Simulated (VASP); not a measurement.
Here is a VASP 6.6.1 calculation.

The input INCAR:

```
SYSTEM = BeSe
PREC = Accurate
ENCUT = 600
EDIFF = 1E-7
ISMEAR = 0
SIGMA = 0.03
LREAL = .False.
LASPH = .True.
NELM = 80
ALGO = Normal
ISIF = 2
LWAVE = .False.
LCHARG = .False.
GGA = PE
IVDW = 12
IBRION = 2
NSW = 40
EDIFFG = -0.01
```

The input KPOINTS:

```
regular mesh
0
Gamma
  10 10 10
  0 0 0
```

POSCAR

```
BeSe                                    
1.0
    0.0000000000      2.5042591261      2.5042591261
    2.5042591261      0.0000000000      2.5042591261
    2.5042591261      2.5042591261      0.0000000000
  Be              Se            
     1     1
Direct
     0.0000000000000000    0.0000000000000000    0.0000000000000000
     0.2500000000000000    0.2500000000000000    0.2500000000000000
```

Potentials or basis: VASP PAW PBE potentials, release 64 (Be, Se).

Command:

```bash
$ cat potpaw_PBE.64/Be/POTCAR potpaw_PBE.64/Se/POTCAR > POTCAR
$ mpirun -np 1 vasp_std > vasp.out
```

**Question.** Estimate the band gap on the k mesh.

**Answer.** 2.43 eV, indirect (least direct gap 4.98 eV).

**Question.** Predict the dispersion energy per atom.

**Answer.** -0.343 eV.

Final structure:
```
Be Se
1.0
     0.00000    2.50426    2.50426
     2.50426    0.00000    2.50426
     2.50426    2.50426    0.00000
Be Se
1 1
Direct
  0.00000 0.00000 0.00000
  0.25000 0.25000 0.25000
```

Caveat: the relaxation stopped at its first step, so nothing moved. A k mesh can miss the band edges.
